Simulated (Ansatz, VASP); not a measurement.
Two plane-wave programs on Si

File INCAR:

```
PREC = Accurate ; ENCUT = 520
EDIFF = 1E-6 ; ISMEAR = 0
SIGMA = 0.05 ; LREAL = False
LASPH = True ; NELM = 100
ALGO = Normal ; ISIF = 2
LWAVE = False ; LCHARG = False
NBANDS = 11
```

Contents of KPOINTS:

```
Automatic mesh
0
Gamma
  12 12 12
```

The input POSCAR:

```
Si
1.0
    0.0000000000      2.7890757879      2.5932826676
    2.7890757879      0.0000000000      2.5932826676
    2.7890757879      2.7890757879      0.0000000000
Si
2
Direct
    0.5000000000      0.5000000000      0.5000000000
    0.7500000000      0.7500000000      0.7500000000
```

Input for Ansatz:

```yaml
crystal:
  lattice:
    - [0.0, 2.7890757879, 2.5932826676]
    - [2.7890757879, 0.0, 2.5932826676]
    - [2.7890757879, 2.7890757879, 0.0]
  atoms:
    - { symbol: Si, position: [0.5, 0.5, 0.5] }
    - { symbol: Si, position: [0.75, 0.75, 0.75] }
basis:
  ecutwfc: 420
kpoints:
  mp_grid: { grid: [12, 12, 12] }
hamiltonian:
  xc: lda
  pseudopotentials: { kind: paw, azcp: { folder: soft_1 } }
scf:
  occupations: { method: gaussian, width: 0.05 }
output:
  forces: true
  stress: true
  eigenvalues: true
```

Alike in both runs: task single point; functional LDA; k mesh 12 × 12 × 12; occupations gaussian, width 0.05 eV; no spin polarisation.

|  | VASP | Ansatz |
| --- | --- | --- |
| version | VASP 6.6.1 | Ansatz 0.2.0 |
| potentials or method | VASP PAW LDA potentials, release 64 (Si) | scalar-relativistic, plane waves, PAW |
| plane-wave cutoff (eV) | 520 | 420 |
| valence electrons in the cell | 8 | 8 |

```csv
,VASP,Ansatz,Ansatz less VASP
gap on the k mesh at the Fermi level (eV),none,none,-
pressure (GPa),-2.3,-2.3,-0.05
largest component of the traceless stress (GPa),4.04,4.04,+0.001
```

A gap of «none» marks a metal or a gap that the smearing closes. Ansatz warned: «pseudo_functional_mismatch».
